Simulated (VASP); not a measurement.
Here is a VASP 6.6.1 calculation.

The input INCAR:

```
ADDGRID = False
ALGO = Normal
EDIFF = 1E-8
ENCUT = 900
GGA = CA
ISIF = 2
ISMEAR = 0
LASPH = True
LCHARG = False
LREAL = False
LWAVE = False
NBANDS = 20
NELM = 100
PREC = Accurate
SIGMA = 0.05
```

KPOINTS

```
k-points
0
Gamma
  13 13 4
```

Contents of POSCAR:

```
Al2O3
1.0
    2.8843249483      0.0000000000      0.0000000000
   -1.4421624742      2.4978986780      0.0000000000
    0.0000000000      0.0000000000      9.3367544600
Al O
2 3
Direct
    0.0000000000      0.0000000000      0.8500076700
    0.0000000000      0.0000000000      0.1499923300
    0.3333333333      0.6666666667      0.7776830800
    0.6666666667      0.3333333333      0.0000000000
    0.3333333333      0.6666666667      0.2223169200
```

Potentials or basis: VASP PAW LDA potentials, release 64 (Al, O).

Run with:

```console
$ cat potpaw_LDA.64/Al/POTCAR potpaw_LDA.64/O/POTCAR > POTCAR
$ mpirun -np 1 vasp_std > vasp.out
```

Problem. What does it give for the band gap on the k mesh?

Solution. 4.74 eV, indirect (least direct gap 5.00 eV).

Problem. What does it give for the pressure?

Solution. -6.3 GPa.

Stress tensor (GPa, compression positive):
```
-7.03  0.00  0.00
 0.00 -7.03  0.00
 0.00  0.00 -4.91
```

Caveat: an odd mesh through Γ misses points on the zone boundary, where band edges often lie.
